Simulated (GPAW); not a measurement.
Runs of GPAW 26.7.0 on ZnS. Symmetry: F-43m, No. 216, cubic system. Conventional cell: a = 5.404 Å, b = 5.404 Å, c = 5.404 Å, α = 90.00°, β = 90.00°, γ = 90.00°. Zn (site symmetry -43m) is surrounded by 4 S at 2.34 Å. Around S (site symmetry -43m) lie 4 Zn at 2.34 Å. 

```csv
task,level,potentials or basis,cell,k mesh,cutoff (eV),smearing,band path,band points,optimizer,fmax,max steps,gap on the mesh (eV),pressure (GPa),relaxed volume (Å³/atom)
band structure,LDA,"the program's PAW data sets (release 1.2.1) made for this functional, pw",as given,9 × 9 × 9,600,fermi-dirac 0.05 eV,"GXWKGLUWLK,UX",80,-,-,-,1.86,(b),-
relaxation of cell and atoms,PBEsol+D3(BJ),"PAW data sets generated in the run's folder for this functional, pw",relaxed,9 × 9 × 9,600,fermi-dirac 0.05 eV,-,-,BFGS,0.02 eV/Å,60,(a),0.0,18.69
band structure,C09-vdW,"GPAW PAW data sets (gpaw-data 1.2.1), pw",as given,7 × 7 × 7,600,fermi-dirac 0.05 eV,"GXWKGLUWLK,UX",60,-,-,-,2.07,-,-
single point,RPBE,"the program's PAW data sets (release 1.2.1) made for this functional, pw",as given,9 × 9 × 9,600,gaussian 0.05 eV,-,-,-,-,-,2.27,4.5,-
phonons,r2SCAN,"GPAW PAW data sets (gpaw-data 1.2.1), newer versions, pw",relaxed,9 × 9 × 9,510,fermi-dirac 0.05 eV,-,-,-,-,-,2.74,0.0,-
relaxation of cell and atoms,LDA,"the program's PAW data sets (release 1.2.1) made for this functional, pw",relaxed,9 × 9 × 9,600,fermi-dirac 0.05 eV,-,-,BFGS,0.05 eV/Å,100,2.17,0.4,18.40
band structure,M06-L,"GPAW PAW data sets (gpaw-data 1.2.1), pw",as given,7 × 7 × 7,600,fermi-dirac 0.05 eV,"GXWKGLUWLK,UX",100,-,-,-,(d),(c),-
band structure,GLLB-SC,"the program's PAW data sets (release 1.2.1) made for this functional, pw",as given,7 × 7 × 7,600,fermi-dirac 0.05 eV,"GXWKGLUWLK,UX",80,-,-,-,3.59,-,-
```

Alike in all rows: no spin polarisation.

Question: Fill in the values left out.

Answer: (a) 2.20; (b) -4.9; (c) 1.4; (d) 2.47.

Caveats: an odd mesh through Γ misses points on the zone boundary, where band edges often lie (some runs); the PAW data sets were made with another functional, which shifts forces and pressure a little (some runs); later steps reuse the first step's grids (some runs); the cutoff is short for stress and forces, so pressures can be off by a GPa or more (some runs); the LO-TO splitting is left out (some runs); the GLLB-SC gap is the Kohn-Sham gap of the path plus the derivative discontinuity (some runs); a model potential gives levels but no total energy (some runs).

Not every run made on this cell is shown here.
